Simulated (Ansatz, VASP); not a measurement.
**Cs in VASP and in Ansatz**

```
Cs
1.0
    -3.09470    3.09470    3.09470
     3.09470   -3.09470    3.09470
     3.09470    3.09470   -3.09470
Cs
1
Direct
  0.00000 0.00000 0.00000
```

Alike in both runs: task single point; functional r2SCAN; k mesh 10 × 10 × 10; occupations gaussian, width 0.05 eV; no spin polarisation.

```csv
,VASP,Ansatz
version,VASP 6.6.1,Ansatz 0.2.0
potentials or method,"VASP PAW PBE potentials, release 64 (Cs_sv)","scalar-relativistic, plane waves, PAW"
plane-wave cutoff (eV),520,500
valence electrons in the cell,9,9
```

|  | VASP | Ansatz | Ansatz less VASP |
| --- | --- | --- | --- |
| gap on the k mesh at the Fermi level (eV) | none | none | - |
| pressure (GPa) | 0.1 | 0.1 | 0.00 |

A gap of «none» marks a metal or a gap that the smearing closes.

Caveats: the PAW data sets were made with another functional, which shifts forces and pressure a little (VASP). The runs have no spin-orbit coupling, so splittings on Cs are missing.
